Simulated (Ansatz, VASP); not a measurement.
One calculation of Cs, two programs

```
Cs
1.0
    -0.03948    3.94834    3.94834
     3.94834   -0.03948    3.94834
     3.90885    3.90885    0.00000
Cs
1
Direct
  0.00000 0.00000 0.00000
```

This isn't the form of Cs at room conditions, which is bcc.

Alike in both runs: functional PBEsol; k mesh 5 × 5 × 5; occupations fermi-dirac, width 0.05 eV; no spin polarisation.

```csv
,VASP,Ansatz
version,VASP 6.6.1,Ansatz 0.2.0
potentials or method,"VASP PAW PBE potentials, release 64 (Cs_sv)",Ansatz PAW
plane-wave cutoff (eV),520,420
valence electrons in the cell,9,9
task,single point,band structure
```

|  | VASP | Ansatz | Ansatz less VASP |
| --- | --- | --- | --- |
| gap on the k mesh at the Fermi level (eV) | none | none | - |
| pressure (GPa) | -0.2 | -0.2 | +0.01 |

A gap of «none» marks a metal or a gap that the smearing closes.

Caveats: the PAW data sets were made with another functional, which shifts forces and pressure a little (VASP); spin-orbit coupling is left out, which moves the levels of the heavy elements (Ansatz); the PAW data sets come from PBE, with cores solved anew for the run's functional, which leaves a small shift of forces and pressure (Ansatz). The runs have no spin-orbit coupling, so splittings on Cs are missing.
